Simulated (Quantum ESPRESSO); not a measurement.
Te2Mo under changes of volume

One of the cells (133.495 Å³/atom); the others are scaled copies at fixed shape and fractional positions:

```
Te Mo
1.0
     6.36161    0.00000    0.00000
     0.00000    3.48040    0.00000
    -0.08574    0.00000   36.17589
Te Mo
4 2
Direct
  0.42925 0.75000 0.54070
  0.57075 0.25000 0.45930
  0.92085 0.25000 0.55653
  0.07915 0.75000 0.44347
  0.18135 0.25000 0.49747
  0.81865 0.75000 0.50253
```

- Program: Quantum ESPRESSO 7.5
- Functional: PBE
- Potentials or basis: SSSP 1.3 efficiency PBE
- Cutoff: 816 eV
- Density cutoff: 5987 eV
- k mesh: 4 × 8 × 1
- Occupations: fermi-dirac, width 0.05 eV
- Spin: no spin polarisation

```csv
volume (Å³/atom),energy over the lowest point (meV/atom),largest force (eV/Å)
125.485,?,?
128.155,24.07,1.178
130.825,9.17,0.790
133.495,1.39,0.433
136.165,0.00,0.106
138.835,4.33,0.226
141.505,13.77,0.479
```

Question: What does the run at 125.485 Å³/atom give?

Answer: Energy over the lowest point 46.95 meV/atom; largest force 1.600 eV/Å.

Worked out: A Birch-Murnaghan fit of order 3 (a polynomial in V^(-2/3)) to the other rows has its minimum at 135.44 Å³/atom with B0 = V·E''(V) = 17.9 GPa and B' = 4.6 at fixed shape and positions, which overstates the stiffness. It gives 46.95 meV/atom at 125.485 Å³/atom, against the run's 46.95.

Energies are extrapolated to zero smearing.
